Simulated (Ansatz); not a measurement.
As in Ansatz: the effect of functional

The system is As.

```
As
1.0
     1.85538    1.07120    3.46657
    -1.85538    1.07120    3.46657
     0.00000   -2.14241    3.46657
As
2
Cartesian
  0.0000 0.0000 2.3503
  0.0000 0.0000 8.0494
```

The cell isn't the ideal one: volume scaled by 0.96.

Alike in all runs:

- Program: Ansatz 0.2.0
- Task: single point
- Potentials or basis: Ansatz PAW
- k mesh: 9 × 9 × 9
- Occupations: fermi-dirac, width 0.05 eV
- Spin: no spin polarisation

| functional | cutoff | pressure (GPa) | largest force (eV/Å) |
| --- | --- | --- | --- |
| LDA | 420 eV (not typed: the program's choice for these potentials) | ? | ? |
| PBEsol | 420 eV (not typed: the program's choice for these potentials) | 3.7 | 0.66 |
| r2SCAN | 500 eV (not typed: the program's choice for these potentials) | 5.5 | 0.43 |

**Question.** What does the run with functional LDA give?

**Answer.** Pressure 2.0 GPa; largest force 0.54 eV/Å.

Caveats: the PAW data sets come from PBE, with cores solved anew for the run's functional, which leaves a small shift of forces and pressure.
